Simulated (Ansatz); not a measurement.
MnF2:

```
CELL_PARAMETERS angstrom
4.87380 0.00000 0.00000
0.00000 4.87380 0.00000
0.00000 0.00000 3.31070
ATOMIC_POSITIONS crystal
Mn 0.50000 0.50000 0.50000
Mn 0.00000 0.00000 0.00000
F 0.80530 0.19470 0.50000
F 0.69470 0.69470 0.00000
F 0.19470 0.80530 0.50000
F 0.30530 0.30530 0.00000
```

Base run:

| Quantity | Value |
| --- | --- |
| Program | Ansatz 0.2.0 |
| Functional | PBE |
| Potentials or basis | Ansatz PAW |
| Cutoff | 420 eV (not typed: the program's choice for these potentials) |
| k mesh | 5 × 5 × 7 |
| Occupations | fermi-dirac, width 0.05 eV |
| Spin | collinear spin, ferromagnetic start |
| Starting moments | [4.0, 4.0, 0.0, 0.0, 0.0, 0.0] μB |
| Fixed moment | 8 μB |

Its results: pressure -2.5 GPa; site moments Mn +3.42; F +0.05 μB; largest force 0.251 eV/Å.

After a change of settings the same cell gave: pressure -11.5 GPa; site moments Mn +0.86; F -0.00 μB; largest force 0.224 eV/Å. Which change was it?
A. fixed moment from 8 μB to 12 μB; moments at the start from [4.0, 4.0, 0.0, 0.0, 0.0, 0.0] to [6.0, 6.0, 0.0, 0.0, 0.0, 0.0]
B. fixed moment from 8 μB to 16 μB; moments at the start from [4.0, 4.0, 0.0, 0.0, 0.0, 0.0] to [8.0, 8.0, 0.0, 0.0, 0.0, 0.0]
C. fixed moment from 8 μB to 2 μB; moments at the start from [4.0, 4.0, 0.0, 0.0, 0.0, 0.0] to [1.0, 1.0, 0.0, 0.0, 0.0, 0.0]
D. fixed moment from 8 μB to 6 μB; moments at the start from [4.0, 4.0, 0.0, 0.0, 0.0, 0.0] to [3.0, 3.0, 0.0, 0.0, 0.0, 0.0]

C.

Caveats: the total moment is fixed, so each spin has its own Fermi level; only a ferromagnetic start was run, and an antiferromagnetic order may lie lower in energy; the thresholds are loose for stress.
